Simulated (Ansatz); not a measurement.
**Cl (omega type): how the settings move a single-point run**

Question: which choices in the input matter for Cl (omega type)?

Method: reference: DFT, PBE, norm-conserving pseudopotentials, Ansatz's default files, scalar-relativistic, in Ansatz 0.2.0.

## 1. The system as given

Symmetry: P6/mmm, No. 191, hexagonal system. Conventional cell: a = 5.522 Å, b = 5.522 Å, c = 2.208 Å, α = 90.00°, β = 90.00°, γ = 120.00°. Around Cl (site symmetry 6/mmm) lie 2 Cl at 2.21 Å. Cl (site symmetry -6m2) has 2 Cl at 2.21 Å as nearest neighbours.

Structure file:

```cif
data_structure
_symmetry_space_group_name_H-M 'P 1'
_symmetry_Int_Tables_number 1
_cell_length_a 5.5216
_cell_length_b 5.5216
_cell_length_c 2.2080
_cell_angle_alpha 90.000
_cell_angle_beta 90.000
_cell_angle_gamma 120.000
_cell_volume 58.30
loop_
_atom_site_label
_atom_site_type_symbol
_atom_site_fract_x
_atom_site_fract_y
_atom_site_fract_z
_atom_site_occupancy
Cl1 Cl 0.00000 0.00000 0.00000 1
Cl2 Cl 0.33333 0.66667 0.50000 1
Cl3 Cl 0.66667 0.33333 0.50000 1
```

## 2. The reference run

input.yaml reads:

```yaml
crystal:
  lattice:
    - [5.5215856687, 0.0, 0.0]
    - [-2.7607928343, 4.7818334583, 0.0]
    - [0.0, 0.0, 2.2080435017]
  atoms:
    - { symbol: Cl, position: [0.0, 0.0, 0.0] }
    - { symbol: Cl, position: [0.3333333333, 0.6666666667, 0.5] }
    - { symbol: Cl, position: [0.6666666667, 0.3333333333, 0.5] }
kpoints:
  mp_grid: { grid: [8, 8, 11] }
scf:
  occupations: { method: fermi_dirac, width: 0.05 }
hamiltonian:
  xc: pbe
  pseudopotentials: { kind: nc }
output:
  forces: true
  stress: true
  eigenvalues: true
```

On the command line:

```console
ansatz run input.yaml --threads 1 --pin off --max-ram 3072MiB --backend cpu --events-out ev --progress --plain --runs-dir out
```

## 3. Variant: occupations.method cold

Edit input.yaml of step 2 so:

```diff
@@ -12,3 +12,3 @@
 scf:
-  occupations: { method: fermi_dirac, width: 0.05 }
+  occupations: { method: cold, width: 0.05 }
 hamiltonian:
```

**Question.** What will these runs give? Wanted: for each run, ending; energy change; pressure; gap; force.

The runs gave:

```csv
run,ending,energy change,pressure (GPa),gap (eV),force (eV/Å),cycles,time
reference,converged,0,10.5,0.00,0.00,8,9.5 s
1: occupations.method cold,converged,+0.6 meV/atom (σ→0),10.4,0.00,0.00,8,9.7 s
```

Residual by cycle in the longest SCF loop of each run; runs are numbered as in the table. The quantity is the density residual dr2, in eV.

```csv
cycle,reference,run 1
1,0.897,0.901
2,0.296,0.12
3,0.00364,0.0263
4,0.00112,4.0e-4
5,1.8e-5,1.1e-4
6,3.6e-6,6.4e-6
7,2.0e-7,1.5e-7
8,8.1e-9,3.6e-9
```

What this shows: Changing the smearing moves the energy by +0.6 meV/atom (σ→0 values).
